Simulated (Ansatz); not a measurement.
# Co under changes of volume

One of the cells (10.688 Å³/atom); the others are scaled copies at fixed shape and fractional positions:

```
CELL_PARAMETERS angstrom
2.47056 0.00000 0.00000
-1.23528 2.13957 0.00000
0.00000 0.00000 8.08823
ATOMIC_POSITIONS crystal
Co 0.66667 0.33333 0.75000
Co 0.00000 0.00000 0.50000
Co 0.33333 0.66667 0.25000
Co 0.00000 0.00000 0.00000
```

* Program: Ansatz 0.2.0
* Functional: LDA
* Potentials or basis: Ansatz PAW
* Cutoff: 420 eV (not typed: the program's choice for these potentials)
* k mesh: 12 × 12 × 4
* Occupations: fermi-dirac, width 0.05 eV
* Spin: collinear spin, ferromagnetic start
* Starting moments: [2.0, 2.0, 2.0, 2.0] μB

```tsv
volume (Å³/atom)	energy over the lowest point (meV/atom)	pressure (GPa)	moment (μB per cell)
10.047	0.00	-0.7	6.05
10.261	4.75	-6.0	6.14
10.475	16.08	-10.6	6.24
10.688	33.06	-14.6	6.36
10.902	?	?	?
11.116	81.02	-21.2	6.57
11.330	111.23	-24.1	6.64
```

Problem. What does the run at 10.902 Å³/atom give?

Solution. Energy over the lowest point 54.87 meV/atom; pressure -18.1 GPa; moment 6.48 μB per cell.

Worked out: A Birch-Murnaghan fit of order 3 (a polynomial in V^(-2/3)) to the other rows has its minimum at 10.01 Å³/atom, just outside them, with B0 = V·E''(V) = 263 GPa and B' = 5.1 at fixed shape and positions, which overstates the stiffness. It gives 54.86 meV/atom at 10.902 Å³/atom, against the run's 54.87, and -dE/dV = -18.1 GPa, against -18.1. A parabola through the other rows of the moment, of slope 0.467 μB per Å³/atom there, gives 6.45 μB, against the run's 6.48.

Energies are extrapolated to zero smearing.

Caveats: the PAW data sets come from PBE, with cores solved anew for the run's functional, which leaves a small shift of forces and pressure.
